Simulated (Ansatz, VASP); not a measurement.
# One calculation of CdS, two programs

```
CELL_PARAMETERS angstrom
4.13700 0.00000 0.00000
-2.06850 3.58275 0.00000
0.00000 0.00000 6.71600
ATOMIC_POSITIONS crystal
Cd 0.33333 0.66667 0.94465
Cd 0.66667 0.33333 0.44465
S 0.33333 0.66667 0.43235
S 0.66667 0.33333 0.93235
```

Change from the starting cell: polar distortion scaled by 0.10.

Alike in both runs: task single point; functional PBEsol; k mesh 9 × 9 × 4; no spin polarisation.

|  | VASP | Ansatz |
| --- | --- | --- |
| version | VASP 6.6.1 | Ansatz 0.2.0 |
| potentials or method | VASP PAW PBE potentials, release 64 (Cd, S) | scalar-relativistic, plane waves, PAW |
| plane-wave cutoff (eV) | 520 | 420 |
| occupations | gaussian, width 0.01 eV | fixed |
| valence electrons in the cell | 36 | 52 |

|  | VASP | Ansatz | Ansatz less VASP |
| --- | --- | --- | --- |
| gap on the k mesh at the Fermi level (eV) | 1.35 | 1.34 | -0.011 |
| least direct gap on the mesh (eV) | 1.35 | 1.34 | -0.011 |
| pressure (GPa) | 3.8 | 3.3 | -0.49 |
| largest component of the traceless stress (GPa) | 6.66 | 6.26 | -0.405 |
| rms of the force components (eV/Å) | 0.103 | 0.100 | -0.0035 |

Atom by atom the forces differ by 0.003 eV/Å (rms over components). The two sets of potentials don't hold the same shells in valence. Ansatz warned: «pseudo_functional_mismatch».

Caveats: the PAW data sets were made with another functional, which shifts forces and pressure a little (VASP).
